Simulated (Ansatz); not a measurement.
## Re under changes of volume

One of the cells (15.407 Å³/atom); the others are scaled copies at fixed shape and fractional positions:

```
Re
1.0
     0.00000    1.97500    1.97500
     1.97500    0.00000    1.97500
     1.97500    1.97500    0.00000
Re
1
Direct
  0.00000 0.00000 0.00000
```

This isn't the form of Re at room conditions, which is hcp.

| Property | Result |
| --- | --- |
| Program | Ansatz 0.2.0 |
| Functional | PBE |
| Potentials or basis | all-electron LAPW, scalar-relativistic |
| Cutoff | 289 eV (chosen from the basis error) |
| Basis error allowed | 0.0005 eV/atom |
| k mesh | 12 × 12 × 12 |
| Occupations | fermi-dirac, width 0.05 eV |
| Spin | no spin polarisation |

| volume (Å³/atom) | energy over the lowest point (meV/atom) | pressure (GPa) |
| --- | --- | --- |
| 14.483 | 21.59 | 14.0 |
| 14.791 | 3.07 | 5.5 |
| 15.099 | 0.00 | -2.1 |
| 15.407 | 10.81 | -8.9 |
| 15.716 | ? | ? |
| 16.024 | 68.31 | -20.5 |
| 16.332 | 112.49 | -25.3 |

Q: What does the run at 15.716 Å³/atom give?

A: Energy over the lowest point 34.02 meV/atom; pressure -15.0 GPa.

Worked out: A Birch-Murnaghan fit of order 3 (a polynomial in V^(-2/3)) to the other rows has its minimum at 15.01 Å³/atom with B0 = V·E''(V) = 362 GPa and B' = 4.4. It gives 34.05 meV/atom at 15.716 Å³/atom, against the run's 34.02, and -dE/dV = -15.1 GPa, against -15.0.

Energies are extrapolated to zero smearing.

The runs don't all hold the same shells in valence.
